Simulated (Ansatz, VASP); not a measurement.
Given: the input of a run of Ansatz 0.2.0 on MnO.

input.yaml

```yaml
crystal:
  lattice:
    - [0.0, 2.2386359976, 2.2386359976]
    - [2.2386359976, 0.0, 2.2386359976]
    - [2.2386359976, 2.2386359976, 0.0]
  atoms:
    - { symbol: Mn, position: [0.0, 0.0, 0.0], spin: 4.0 }
    - { symbol: O, position: [0.5, 0.5, 0.5] }
hamiltonian:
  xc: pbesol
  pseudopotentials: { kind: paw }
magnetization:
  spin_polarized: true
kpoints:
  mp_grid: { grid: [10, 10, 10] }
scf:
  occupations: { method: fermi_dirac, width: 0.05 }
output:
  forces: true
  stress: true
  eigenvalues: true
```

Potentials or basis: Ansatz PAW.

Launch:

```sh
$ ansatz run input.yaml --threads 1 --pin off --max-ram 3584MiB --backend cpu --events-out ev --progress --plain --runs-dir out
```

**Question.** Translate it to VASP 6.6.1. Potentials there: VASP PAW PBE potentials, release 64 (Mn_pv, O).

**Answer.** As run (the cutoff follows the program's own potentials):

The input INCAR:

```
PREC = Accurate
ENCUT = 520
EDIFF = 1E-7
ISMEAR = -1
SIGMA = 0.05
LREAL = False
LASPH = True
NELM = 120
ALGO = Normal
ISIF = 2
LWAVE = False
LCHARG = False
ISPIN = 2
MAGMOM = 4 0
LORBIT = 11
LMAXMIX = 4
GGA = PS
NBANDS = 20
```

KPOINTS

```
Automatic mesh
0
Gamma
  10 10 10
```

The input POSCAR:

```
MnO
1.0
    0.0000000000      2.2386359976      2.2386359976
    2.2386359976      0.0000000000      2.2386359976
    2.2386359976      2.2386359976      0.0000000000
Mn O
1 1
Direct
    0.0000000000      0.0000000000      0.0000000000
    0.5000000000      0.5000000000      0.5000000000
```

Potentials or basis: VASP PAW PBE potentials, release 64 (Mn_pv, O).

Run with:

```sh
$ cat potpaw_PBE.64/Mn_pv/POTCAR potpaw_PBE.64/O/POTCAR > POTCAR
$ mpirun -np 1 vasp_std > vasp.out
```

Both were run:

|  | VASP | Ansatz | Ansatz less VASP |
| --- | --- | --- | --- |
| gap on the k mesh at the Fermi level (eV) | none | none | - |
| pressure (GPa) | -9.0 | -9.3 | -0.22 |
| net moment per atom (μB) | 2.40 | 2.40 | 0.000 |
| size of the moment on the site where the two differ most (μB) | 4.35 | 4.07 | -0.277 |

Site moments also hang on the region over which each program counts them. A gap of «none» marks a metal or a gap that the smearing closes. The two sets of potentials don't hold the same shells in valence.

Caveats: a cell with one magnetic atom can't hold antiferromagnetic order, which such compounds often take; semilocal functionals often make such compounds metallic where correlation or magnetic order opens a gap, which also shifts bond lengths; the PAW data sets were made with another functional, which shifts forces and pressure a little (VASP); the pressure holds a Pulay correction of +0.6 GPa for the finite cutoff (Ansatz); the PAW data sets come from PBE, with cores solved anew for the run's functional, which leaves a small shift of forces and pressure (Ansatz).
